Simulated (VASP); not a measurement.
# MnAs (P6_3/mmc) in VASP: notebook

The runs below take MnAs through single point, with RPBE, PBE.

Program: VASP 6.6.1. These are calculated values, not measurements. Logs are shortened: lines on timing, memory, paths and dates and some standing lists are left out, and cuts for length are marked.

## (1) The crystal as given

It takes space group P6_3/mmc (No. 194, hexagonal). Conventional cell: a = 3.710 Å, b = 3.710 Å, c = 5.691 Å, α = 90.00°, β = 90.00°, γ = 120.00°. Around As (site symmetry -6m2) lie 6 Mn at 2.57 Å. Mn (site symmetry -3m) has 6 As at 2.57 Å and 2 Mn at 2.85 Å as nearest neighbours.

## (2) Single point, RPBE, collinear spin, ferromagnetic start

Input file INCAR:

```
SYSTEM = MnAs
ALGO     = Normal         ! electronic algorithm
EDIFF    = 1E-7           ! SCF threshold, eV
ENCUT    = 520            ! plane-wave cutoff, eV
GGA      = RP             ! functional
ISIF     = 2              ! what is computed and relaxed
ISMEAR   = 0              ! smearing method
ISPIN    = 2              ! spin polarisation
LASPH    = .TRUE.         ! aspherical terms in the spheres
LCHARG   = .FALSE.        ! write CHGCAR
LMAXMIX  = 4              ! l up to which the mixer works
LORBIT   = 11             ! projections on sites
LREAL    = .FALSE.        ! projectors in reciprocal space
LWAVE    = .FALSE.        ! write WAVECAR
MAGMOM   = 0 0 4 4        ! initial moments
NELM     = 120            ! most SCF steps
PREC     = Accurate       ! precision mode
SIGMA    = 0.02           ! smearing width, eV
```

Input file KPOINTS:

```
k-points
0
G
  8 8 5
  0 0 0
```

Input file POSCAR:

```
MnAs
3.71
    1.000000000000      0.000000000000      0.000000000000
   -0.500000000000      0.866025403774      0.000000000000
    0.000000000000      0.000000000000      1.533962264151
As Mn
2 2
Direct
    0.6666666667      0.3333333333      0.7500000000
    0.3333333333      0.6666666667      0.2500000000
    0.0000000000      0.0000000000      0.5000000000
    0.0000000000      0.0000000000      0.0000000000
```

Potentials or basis: VASP PAW PBE potentials, release 64 (As, Mn_pv).

Command:

```console
$ cat potpaw_PBE.64/As/POTCAR potpaw_PBE.64/Mn_pv/POTCAR > POTCAR
$ mpirun -np 1 vasp_std > vasp.out
```

OUTCAR:

```text
SYSTEM = MnAs
   EDIFF = 1E-7
   ENCUT = 520
   GGA = RP
   ISIF = 2
   ISMEAR = 0
   ISPIN = 2
   LASPH = .TRUE.
   LORBIT = 11
   LREAL = .FALSE.
   NELM = 120
   PREC = Accurate

 ion  position               nearest neighbor table
   1  0.667  0.333  0.750-   3 2.57   4 2.57   3 2.57   4 2.57   3 2.57   4 2.57
   2  0.333  0.667  0.250-   3 2.57   4 2.57   3 2.57   4 2.57   3 2.57   4 2.57
   3  0.000  0.000  0.500-   1 2.57   2 2.57   2 2.57   1 2.57   1 2.57   2 2.57   4 2.85   4 2.85

   4  0.000  0.000  0.000-   1 2.57   2 2.57   2 2.57   1 2.57   1 2.57   2 2.57   3 2.85   3 2.85

  LATTYP: Found a hexagonal cell.
 ALAT       =     3.7100000000
 C/A-ratio  =     1.5339622642

  Lattice vectors:

 A1 = (   3.7100000000,   0.0000000000,   0.0000000000)
 A2 = (  -1.8550000000,   3.2129542480,   0.0000000000)
 A3 = (   0.0000000000,   0.0000000000,   5.6910000000)

Analysis of symmetry for initial positions (statically):
=====================================================================
 Subroutine PRICEL returns:
 Original cell was already a primitive cell.

 Routine SETGRP: Setting up the symmetry group for a
 hexagonal supercell.

 Subroutine GETGRP returns: Found 24 space group operations
 (whereof 12 operations were pure point group operations)
 out of a pool of 24 trial point group operations.

The static configuration has the point symmetry D_3d.
 The point group associated with its full space group is D_6h.

Analysis of symmetry for dynamics (positions and initial velocities):
=====================================================================
 Subroutine PRICEL returns:
 Original cell was already a primitive cell.

 Routine SETGRP: Setting up the symmetry group for a
 hexagonal supercell.

 Subroutine GETGRP returns: Found 24 space group operations
 (whereof 12 operations were pure point group operations)
 out of a pool of 24 trial point group operations.

The dynamic configuration has the point symmetry D_3d.
 The point group associated with its full space group is D_6h.

Analysis of structural, dynamic, and magnetic symmetry:
=====================================================================
 Subroutine PRICEL returns:
 Original cell was already a primitive cell.

 Routine SETGRP: Setting up the symmetry group for a
 hexagonal supercell.

 Subroutine GETGRP returns: Found 24 space group operations
 (whereof 12 operations were pure point group operations)
 out of a pool of 24 trial point group operations.

The overall configuration has the point symmetry D_3d.
 The point group associated with its full space group is D_6h.

 Subroutine INISYM returns: Found 24 space group operations
 (whereof 12 operations are pure point group operations),
 and found     1 'primitive' translations

----------------------------------------------------------------------------------------

                                     Primitive cell

  volume of cell :      67.8371

  direct lattice vectors                    reciprocal lattice vectors
     3.710000000  0.000000000  0.000000000     0.269541779  0.155620019  0.000000000
    -1.855000000  3.212954248  0.000000000     0.000000000  0.311240037  0.000000000
     0.000000000  0.000000000  5.691000000     0.000000000  0.000000000  0.175716043

  length of vectors
     3.710000000  3.710000000  5.691000000     0.311240037  0.311240037  0.175716043

  position of ions in fractional coordinates (direct lattice)
     0.666666667  0.333333333  0.750000000
     0.333333333  0.666666667  0.250000000
     0.000000000  0.000000000  0.500000000
     0.000000000  0.000000000  0.000000000

  ion indices of the primitive-cell ions
   primitive index   ion index
                 1           1
                 2           2
                 3           3
                 4           4

----------------------------------------------------------------------------------------

 KPOINTS: k-points

Automatic generation of k-mesh.
 Grid dimensions read from file:
 generate k-points for:    8    8    5

 Generating k-lattice:

  Cartesian coordinates                     Fractional coordinates (reciprocal lattice)
     0.033692722  0.019452502  0.000000000     0.125000000  0.000000000  0.000000000
     0.000000000  0.038905005  0.000000000     0.000000000  0.125000000  0.000000000
     0.000000000  0.000000000  0.035143209     0.000000000  0.000000000  0.200000000

  Length of vectors
     0.038905005  0.038905005  0.035143209

  Shift w.r.t. Gamma in fractional coordinates (k-lattice)
     0.000000000  0.000000000  0.000000000

 Subroutine IBZKPT returns following result:
 ===========================================

 Found     30 irreducible k-points:

 Following reciprocal coordinates:
            Coordinates               Weight
  0.000000  0.000000  0.000000      1.000000
  0.125000  0.000000  0.000000      6.000000
  0.250000  0.000000  0.000000      6.000000
  0.375000  0.000000  0.000000      6.000000
  0.500000  0.000000  0.000000      3.000000
  0.125000  0.125000  0.000000      6.000000
[... 16 lines left out ...]
  0.250000  0.000000  0.400000     12.000000
  0.375000  0.000000  0.400000     12.000000
 [... further k-points ...]
   k-points           NKPTS =     30   k-points in BZ     NKDIM =     30   number of bands    NBANDS=     26
   number of dos      NEDOS =    301   number of ions     NIONS =      4
   total plane-waves  NPLWV =  32928
   dimension x,y,z NGX =    28 NGY =   28 NGZ =   42
   dimension x,y,z NGXF=    56 NGYF=   56 NGZF=   84
   ions per type =               2   2
   NGX,Y,Z   is equivalent  to a cutoff of  12.55, 12.55, 12.27 a.u.
   NGXF,Y,Z  is equivalent  to a cutoff of  25.09, 25.09, 24.54 a.u.
 SYSTEM =  MnAs
   PREC   = accura    normal or accurate (medium, high low for compatibility)
   ISTART =      0    job   : 0-new  1-cont  2-samecut
   ICHARG =      2    charge: 1-file 2-atom 10-const
   ISPIN  =      2    spin polarized calculation?
   LNONCOLLINEAR =      F non collinear calculations
   LSORBIT =      F    spin-orbit coupling
   LASPH  =      T    aspherical Exc in radial PAW
   ENCUT  =  520.0 eV  38.22 Ry    6.18 a.u.   6.90  6.90 10.58*2*pi/ulx,y,z
   NELM   =    120;   NELMIN=  2; NELMDL= -5     # of ELM steps
   EDIFF  = 0.1E-06   stopping-criterion for ELM
   LREAL  =      F    real-space projection
   EDIFFG = 0.1E-05   stopping-criterion for IOM
   NSW    =      0    number of steps for IOM
   IBRION =     -1    ionic relax: 0-MD 1-quasi-New 2-CG
   NFREE  =      0    steps in history (QN), initial steepest desc. (CG)
   ISIF   =      2    stress and relaxation
   ISYM   =      2    0-nonsym 1-usesym 2-fastsym
   POTIM  = 0.5000    time-step for ionic-motion
   TEBEG  =    0.0;   TEEND  =   0.0 temperature during run
   PSTRESS=    0.0 pullay stress
   NELECT =      36.0000    total number of electrons
   NUPDOWN=      -1.0000    fix difference up-down
   EMIN   =  10.00;   EMAX   =-10.00  energy-range for DOS
   EFERMI =   0.00;   METHOD = LEGACY
   ISMEAR =     0;   SIGMA  =   0.02  broadening in eV -4-tet -1-fermi 0-gaus
   EFERMI_NEDOS =   21; number of points for ismear=-14 and -15
   IALGO  =     38    algorithm
   IMIX   =      4    mixing-type and parameters
     AMIX     =   0.40;   BMIX     =  1.00
     AMIX_MAG =   1.60;   BMIX_MAG =  1.00
  volume/ion in A,a.u.               =      16.96       114.45
  Fermi-wavevector in a.u.,A,eV,Ry     =   1.325419  2.504679 23.901852  1.756737
  Thomas-Fermi vector in A             =   2.454882
   LORBIT       =     11    0 simple, 1 ext, 2 COOP (PROOUT), +10 PAW based schemes
   GGA     = RP    functional components
   LHFCALC =     F    Hartree Fock is set to
   AEXX    =    0.0000 exact exchange contribution
   IVDW    =     0    specifies the selected vdW correction
   LEPSILON=     F    determine dielectric tensor
   LRPA    =     F    only Hartree local field effects (RPA)
 spin polarized calculation
 Gauss-broadening in eV      SIGMA  =   0.02
  energy-cutoff  :      520.00
  volume of cell :       67.84
 maximum number of plane-waves:      1844
 NGX is ok and might be reduce to    28
   NGX = 13   NGY = 13   NGZ = 21

 number of electron      35.9999987 magnetization       6.3877562

 Free energy of the ion-electron system (eV)
  ---------------------------------------------------
  ext. energy  EPLUGINS =         0.00000000
  ---------------------------------------------------
  free energy    TOTEN  =       -26.67872050 eV

  energy without entropy =      -26.67809262  energy(sigma->0) =      -26.67840656

 E-fermi :   6.9568     XC(G=0): -11.0753

 val. band max:        6.9482017787   @ k =   0.1250   0.1250   0.4000
 cond. band min:       6.9665764709   @ k =   0.3750   0.2500   0.2000
 fundamental gap:      0.0183746922
 Fermi energy:         6.9567932962

 spin component 1

 k-point     1 :       0.0000    0.0000    0.0000
  band No.  band energies     occupation
      1     -43.1667      1.00000
      2     -43.1667      1.00000
      3     -43.1574      1.00000
      4     -43.1574      1.00000
      5     -42.9599      1.00000
      6     -42.8642      1.00000
[... 18 lines left out ...]
     25      10.7834      0.00000
     26      12.0518      0.00000
[... 644 lines left out ...]
      4     -43.1620      1.00000
      5     -42.9260      1.00000
      6     -42.8966      1.00000
[... 18 lines left out ...]
     25      10.8529      0.00000
     26      11.7375      0.00000

 [... further k-points ...]

 spin component 2

 k-point     1 :       0.0000    0.0000    0.0000
  band No.  band energies     occupation
      1     -39.6243      1.00000
      2     -39.6243      1.00000
      3     -39.6225      1.00000
      4     -39.6131      1.00000
      5     -39.6131      1.00000
      6     -39.5101      1.00000
[... 18 lines left out ...]
     25      11.2450      0.00000
     26      12.7612      0.00000
[... 644 lines left out ...]
      4     -39.6186      1.00000
      5     -39.5825      1.00000
      6     -39.5481      1.00000
[... 18 lines left out ...]
     25      11.5309      0.00000
     26      12.4576      0.00000

 [... further k-points ...]
[... 5 lines left out ...]
  --------------------------------------------------------------------------------------
  -------------------------------------------------------------------------------------
  Total        0.4020080      0.4020080     -0.5743906      0.0000000      0.0000000      0.0000000
  in kB        9.4946336      9.4946336    -13.5659708      0.0000000      0.0000000      0.0000000
  external PRESSURE =       1.8077654 kB  Pullay stress =       0.0000000 kB

 VOLUME and BASIS-vectors are now :
 -----------------------------------------------------------------------------
  energy-cutoff  :      520.00
  volume of cell :       67.84
      direct lattice vectors                 reciprocal lattice vectors
     3.710000000  0.000000000  0.000000000     0.269541779  0.155620019  0.000000000
    -1.855000000  3.212954248  0.000000000     0.000000000  0.311240037  0.000000000
     0.000000000  0.000000000  5.691000000     0.000000000  0.000000000  0.175716043

 POSITION                                       TOTAL-FORCE (eV/Angst)
 -----------------------------------------------------------------------------------
      1.85500      1.07098      4.26825        -0.000000     -0.000000      0.000000
     -0.00000      2.14197      1.42275         0.000000      0.000000      0.000000
      0.00000      0.00000      2.84550         0.000000      0.000000      0.000000
      0.00000      0.00000      0.00000         0.000000      0.000000      0.000000
 -----------------------------------------------------------------------------------
    total drift:                               -0.000000      0.000000      0.000000

  FREE ENERGIE OF THE ION-ELECTRON SYSTEM (eV)
  ---------------------------------------------------
  free  energy   TOTEN  =       -26.6787204993 eV

  energy  without entropy=      -26.6780926224  energy(sigma->0) =      -26.67840656

 total charge

# of ion       s       p       d       tot
------------------------------------------
    1        1.223   1.515   0.049   2.787
    2        1.223   1.515   0.049   2.787
    3        0.277   6.240   5.041  11.558
    4        0.277   6.240   5.041  11.558
--------------------------------------------------
tot          2.999  15.510  10.181  28.689

 magnetization (x)

# of ion       s       p       d       tot
------------------------------------------
    1        0.010  -0.147   0.008  -0.130
    2        0.010  -0.147   0.008  -0.130
    3        0.036   0.027   3.196   3.260
    4        0.036   0.027   3.196   3.260
--------------------------------------------------
tot          0.092  -0.241   6.409   6.260
```

It took 66 s on 1 thread of Intel Xeon Platinum 8488C (Sapphire Rapids), shared host; peak memory 0.24 GiB.

Results:

- Free energy: -26.6787 eV
- Pressure: 0.2 GPa
- Band gap on the k mesh: none (metal or under the smearing width)
- Net moment: 6.39 μB per cell
- Site moments: As -0.13; Mn +3.26 μB
- Valence electrons inside the program's atomic spheres: As 2.79; Mn 11.56

Stress tensor (GPa, compression positive):
```
 0.95  0.00  0.00
 0.00  0.95  0.00
 0.00  0.00 -1.36
```

Caveat: the PAW data sets were made with another functional, which shifts forces and pressure a little; only a ferromagnetic start was run, and an antiferromagnetic order may lie lower in energy.

## (3) Single point, RPBE, collinear spin, ferromagnetic start

Input file run.py:

```python
from ase.calculators.vasp import Vasp
from ase.dft.bandgap import bandgap
from ase.io import read

atoms = read('MnAs.xyz')
atoms.set_initial_magnetic_moments([0.0, 0.0, 4.0, 4.0])
calc = Vasp(
    directory='calc',
    xc='rpbe',
    pp='PBE',
    setups='recommended',
    prec='Accurate',
    encut=520,
    ediff=1e-07,
    ismear=0,
    sigma=0.02,
    lreal=False,
    lasph=True,
    nelm=100,
    algo='Normal',
    isif=2,
    lwave=False,
    lcharg=False,
    ispin=2,
    lorbit=11,
    lmaxmix=4,
    kpts=[8, 8, 5],
    gamma=True,
)
atoms.calc = calc

print('energy (eV):', atoms.get_potential_energy())
print('free energy (eV):', atoms.get_potential_energy(force_consistent=True))
print('forces (eV/A):')
print(atoms.get_forces())
print('stress (eV/A^3, Voigt):', atoms.get_stress())
print('Fermi level (eV):', calc.get_fermi_level())
print('moment (muB):', atoms.get_magnetic_moment())
print('site moments (muB):', atoms.get_magnetic_moments())
gap, top, bottom = bandgap(calc)
print('band gap (eV):', gap, 'from (spin, k, band)', top, 'to', bottom)
```

Input file MnAs.xyz:

```xyz
4
Lattice="3.7100000000 0.0000000000 0.0000000000 -1.8550000000 3.2129542480 0.0000000000 0.0000000000 0.0000000000 5.6910000000" Properties=species:S:1:pos:R:3 pbc="T T T"
As     1.8550000002      1.0709847492      4.2682500000
As    -0.0000000002      2.1419694988      1.4227500000
Mn     0.0000000000      0.0000000000      2.8455000000
Mn     0.0000000000      0.0000000000      0.0000000000
```

Potentials or basis: VASP PAW PBE potentials, release 64 (As, Mn_pv).

Command:

```console
$ python run.py
```

Wall time 70 s (1 thread of Intel Xeon Platinum 8488C (Sapphire Rapids), shared host); peak memory 0.24 GiB.

Results (log left out):

```yaml
Free_energy: -26.6787 eV
Pressure: 0.2 GPa
Band_gap_on_the_k_mesh: none (metal or under the smearing width)
Net_moment: 6.39 μB per cell
Site_moments: As -0.13; Mn +3.26 μB
Valence_electrons_inside_the_program's_atomic_spheres: As 2.79; Mn 11.56
```

Stress tensor (GPa, compression positive):
```
 0.95  0.00  0.00
 0.00  0.95  0.00
 0.00  0.00 -1.36
```

Levels at points of the mesh, in eV from the Fermi level:
Spin up:
```
           k point  band 17  band 18  band 19  band 20  band 21  band 22  band 23  band 24  band 25  band 26
(0.00, 0.00, 0.00)    -1.95    -1.95    -0.58     0.56     0.56     1.50     2.81     2.81     3.83     5.10
(0.50, 0.00, 0.00)    -2.25    -2.20    -2.10    -1.99    -1.73    -0.63     0.99     3.11     4.74     4.80
```
Spin down:
```
           k point  band 11  band 12  band 13  band 14  band 15  band 16  band 17  band 18  band 19  band 20
(0.00, 0.00, 0.00)    -2.84    -1.12    -0.06    -0.06     0.05     0.05     0.49     0.49     1.32     1.34
(0.50, 0.00, 0.00)    -3.32    -3.13    -2.70    -2.07    -1.28     0.69     0.80     0.84     0.91     1.45
```

Caveat: the PAW data sets were made with another functional, which shifts forces and pressure a little; only a ferromagnetic start was run, and an antiferromagnetic order may lie lower in energy.

## (4) Single point, PBE, collinear spin, ferromagnetic start

Input file INCAR:

```
SYSTEM = MnAs
PREC = Accurate ; ENCUT = 520
EDIFF = 1E-7 ; ISMEAR = -1
SIGMA = 0.05 ; LREAL = .False.
LASPH = .True. ; NELM = 120
ALGO = Normal ; ISIF = 2
LWAVE = .False. ; LCHARG = .True.
ISPIN = 2 ; MAGMOM = 0 0 5.5 5.5
LORBIT = 11 ; LMAXMIX = 4
GGA = PE ; LELF = .True.
LVHAR = .True.
```

Input file KPOINTS:

```
regular mesh
0
Gamma
  8 8 5
  0 0 0
```

Input file POSCAR:

```
MnAs
1.0
    3.7100000000      0.0000000000      0.0000000000
   -1.8550000000      3.2129542480      0.0000000000
    0.0000000000      0.0000000000      5.6910000000
As Mn
2 2
Direct
    0.6666666667      0.3333333333      0.7500000000
    0.3333333333      0.6666666667      0.2500000000
    0.0000000000      0.0000000000      0.5000000000
    0.0000000000      0.0000000000      0.0000000000
```

Command:

```console
$ cat potpaw_PBE.64/As/POTCAR potpaw_PBE.64/Mn_pv/POTCAR > POTCAR
$ mpirun -np 1 vasp_std > vasp.out
```

It took 67 s on 1 thread of AMD EPYC 9R45 (Zen 5), shared host; peak memory 0.22 GiB.

The run converged. Its results:

```yaml
Free_energy: -28.2288 eV
Pressure: -3.4 GPa
Band_gap_on_the_k_mesh: none (metal or under the smearing width)
Net_moment: 6.27 μB per cell
Site_moments: As -0.12; Mn +3.19 μB
Valence_electrons_inside_the_program's_atomic_spheres: As 2.79; Mn 11.57
```

Stress tensor (GPa, compression positive):
```
-2.50  0.00  0.00
 0.00 -2.50  0.00
 0.00  0.00 -5.14
```

Levels at points of the mesh, in eV from the Fermi level:
Spin up:
```
           k point  band 19  band 20  band 21  band 22  band 23  band 24
(0.00, 0.00, 0.00)    -0.49     0.57     0.57     1.49     2.85     2.85
(0.50, 0.00, 0.00)    -2.08    -1.90    -1.64    -0.57     1.05     3.14
```
Spin down:
```csv
k point,band 13,band 14,band 15,band 16,band 17,band 18
"(0.00, 0.00, 0.00)",-0.13,-0.13,0.00,0.00,0.51,0.51
"(0.50, 0.00, 0.00)",-2.71,-2.04,-1.31,0.64,0.74,0.77
```

Caveat: only a ferromagnetic start was run, and an antiferromagnetic order may lie lower in energy.

## (5) Overview

```csv
level,smearing,further INCAR settings,gap on the mesh (eV),pressure (GPa),moment (μB)
RPBE,gaussian 0.02 eV,ALGO = Normal; EDIFF = 1e-07,none,0.2,6.39
RPBE,gaussian 0.02 eV,ALGO = Normal; EDIFF = 1.00e-07,none,0.2,6.39
PBE,fermi-dirac 0.05 eV,ALGO = Normal; EDIFF = 1e-07,none,-3.4,6.27
```

Alike in all rows: task single point; potentials or basis VASP PAW PBE potentials, release 64 (As, Mn_pv); spin collinear, ferromagnetic start; cell as given; k mesh 8 × 8 × 5; cutoff (eV) 520.

Every run on the cell as given and a fine mesh finds a metal. The pressure there spans -3.4 GPa (PBE) to 0.2 GPa (RPBE); a positive pressure means that this level wants a larger cell, a negative one a smaller.

Caveats: only a ferromagnetic start was run, and an antiferromagnetic order may lie lower in energy; the PAW data sets were made with another functional, which shifts forces and pressure a little (some runs).

Absolute energies hang on the potentials; compare differences alone.
